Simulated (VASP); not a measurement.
The system is GaSb.

```xyz
2
Lattice="0.0000 3.0590 3.0590 3.0590 0.0000 3.0590 3.0590 3.0590 0.0000" Properties=species:S:1:pos:R:3 pbc="T T T"
Ga    0.0000    0.0000    0.0000
Sb    4.5885    4.5885    4.5885
```

* Program: VASP 6.6.1
* Task: relaxation of cell and atoms
* Functional: PBE
* Potentials or basis: VASP PAW PBE potentials, release 64 (Ga_d, Sb)
* Cutoff: 520 eV
* k mesh: 12 × 12 × 12
* Occupations: gaussian, width 0.1 eV
* Spin: no spin polarisation

At the start: pressure 2.4 GPa; volume 28.62 Å³/atom.

How do energy, volume and symmetry change on relaxing?

Over 3 steps the energy falls by 10.1 meV/atom and the volume is 30.04 Å³/atom (+4.9 %); space group F-43m (No. 216, to 0.05 Å).

The path:
```tsv
step	energy change (eV)	largest force (eV/Å)	pressure (GPa)	volume (Å³)
1	0.0000	0.0000	2.41	57.25
2	-0.0187	0.0000	-0.56	60.89
3	-0.0203	0.0000	-0.02	60.07
```

Final structure:
```
CELL_PARAMETERS angstrom
0.00000 3.10852 3.10852
3.10852 0.00000 3.10852
3.10852 3.10852 0.00000
ATOMIC_POSITIONS crystal
Ga 0.00000 0.00000 0.00000
Sb 0.75000 0.75000 0.75000
```
